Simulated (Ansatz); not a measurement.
BeS built on the zincblende prototype, relaxed with r2SCAN, was run in the plane-wave code Ansatz under altered settings. All numbers are computed, without spin polarisation but where a row says otherwise.

```
Be S
1.0
     0.00000    2.43431    2.43431
     2.43431    0.00000    2.43431
     2.43431    2.43431    0.00000
Be S
1 1
Direct
  0.00000 0.00000 0.00000
  0.25000 0.25000 0.25000
```

The base run's other keys:
```yaml
kpoints:
  mp_grid: { grid: [4, 4, 4] }
hamiltonian:
  xc: hse06
scf:
  occupations: { method: fixed }
  n_extra_bands: 4
```

It takes 9 iterations with 537 plane waves at 420 eV and 8 k points, and leaves a mean stress of -0.44 GPa. The gap over this mesh is 4.092 eV. It ran on 4 threads of Arm Neoverse N1 (shared host).

Outcomes, with energy and stress as changes against the base:

| setting | outcome | ΔF (meV/atom) | Δ mean stress (GPa) | gap on the mesh (eV) | iterations | wall time |
| --- | --- | --- | --- | --- | --- | --- |
| PBE hybrid, exx coeff 0.2, omega 0.5 1/Å | converged | – | +0.6 | 3.495 | 9 | 3.5 s |
| PBE hybrid, exx coeff 1.0, omega 0.1 1/Å | converged | – | -4.0 | 8.561 | 15 | 4.2 s |
| PBE hybrid, exx coeff 0.1, omega 0.3 1/Å | converged | – | +0.9 | 3.423 | 9 | 3.4 s |
| hamiltonian.xc: cam_b3lyp | converged | – | +0.6 | 7.170 | 11 | 4.3 s |
| PBE hybrid, exx coeff 1.5, omega 0.1 1/Å | refused | – | – | – | – | 0.04 s |
| scf.occupations: methfessel_paxton 0.05 | converged | 0.0 | 0.0 | 4.092 | 9 | 3.5 s |

A dash marks a value that wasn't obtained or can't be compared. Stress is positive in compression. The base took 3.4 s.

- PBE hybrid, exx coeff 0.2, omega 0.5 1/Å. That is 20 % exact exchange, screened with ω = 0.5 1/Å, against HSE06's 25 % screened at 0.208 1/Å. The mean stress moves by +0.6 GPa and the gap on the mesh by -0.597 eV (to 3.495). Totals of different functionals aren't comparable.
- PBE hybrid, exx coeff 1.0, omega 0.1 1/Å. That is 100 % exact exchange, screened with ω = 0.1 1/Å, against HSE06's 25 % screened at 0.208 1/Å. The mean stress moves by -4.0 GPa and the gap on the mesh by +4.469 eV (to 8.561). Totals of different functionals aren't comparable. The program warns that on this mesh the truncation of the exchange isn't bounded, so part of the change can be an error of the mesh.
- PBE hybrid, exx coeff 0.1, omega 0.3 1/Å. That is 10 % exact exchange, screened with ω = 0.3 1/Å, against HSE06's 25 % screened at 0.208 1/Å. The mean stress moves by +0.9 GPa and the gap on the mesh by -0.669 eV (to 3.423). Totals of different functionals aren't comparable.
- hamiltonian.xc: cam_b3lyp. The mean stress moves by +0.6 GPa and the gap on the mesh by +3.077 eV (to 7.170). It's another functional on the same cell, so totals aren't comparable.
- PBE hybrid, exx coeff 1.5, omega 0.1 1/Å. The program doesn't start. Error: invalid value for `hamiltonian.xc.exx.coeff`: must be finite and in (0, 1]; got 1.5

Within 1 meV an atom, 0.1 GPa and 0.005 eV of the base stay: scf.occupations: methfessel_paxton 0.05.

The stress of a hybrid is loosely converged in these runs.

The meshes of the hybrids are coarse, so their gaps aren't converged to the digits shown.
